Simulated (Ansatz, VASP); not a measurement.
## One calculation of Hg, two programs

Contents of INCAR:

```
SYSTEM = Hg
ALGO = Normal
EDIFF = 1E-6
ENCUT = 520
GGA = PE
ISIF = 2
ISMEAR = 1
LASPH = .TRUE.
LCHARG = .TRUE.
LELF = .TRUE.
LREAL = .FALSE.
LVHAR = .TRUE.
LWAVE = .FALSE.
NBANDS = 12
NELM = 100
PREC = Accurate
SIGMA = 0.1
```

The input KPOINTS:

```
k-points
0
G
  9 9 9
  0 0 0
```

File POSCAR:

```
Hg
1.0
    2.1243180000     -2.6725820000      0.0000000000
    2.1243180000      2.6725820000      0.0000000000
   -2.1151290000      0.0000000000      2.8921990000
Hg
1
Direct
    0.0000000000      0.0000000000      0.0000000000
```

Input for Ansatz:

```yaml
crystal:
  lattice:
    - [2.124318, -2.672582, 0.0]
    - [2.124318, 2.672582, 0.0]
    - [-2.115129, 0.0, 2.892199]
  atoms:
    - { symbol: Hg, position: [0.0, 0.0, 0.0] }
kpoints:
  mp_grid:
    grid: [9, 9, 9]
hamiltonian:
  xc: pbe
  pseudopotentials:
    kind: paw
scf:
  occupations:
    method: methfessel_paxton
output:
  forces: true
  stress: true
  eigenvalues: true
```

Alike in both runs: task single point; functional PBE; k mesh 9 × 9 × 9; no spin polarisation.

|  | VASP | Ansatz |
| --- | --- | --- |
| version | VASP 6.6.1 | Ansatz 0.2.0 |
| potentials or method | VASP PAW PBE potentials, release 64 (Hg) | plane waves, PAW |
| plane-wave cutoff (eV) | 520 | 420 |
| occupations | methfessel-paxton of order 1, width 0.1 eV | methfessel-paxton of order 1 |
| valence electrons in the cell | 12 | 20 |

```tsv
	VASP	Ansatz	Ansatz less VASP
gap on the k mesh at the Fermi level (eV)	none	none	-
pressure (GPa)	-0.5	-0.6	-0.05
largest component of the traceless stress (GPa)	0.33	0.31	-0.014
```

A gap of «none» marks a metal or a gap that the smearing closes. The two sets of potentials don't hold the same shells in valence.

The runs have no spin-orbit coupling, so splittings on Hg are missing.
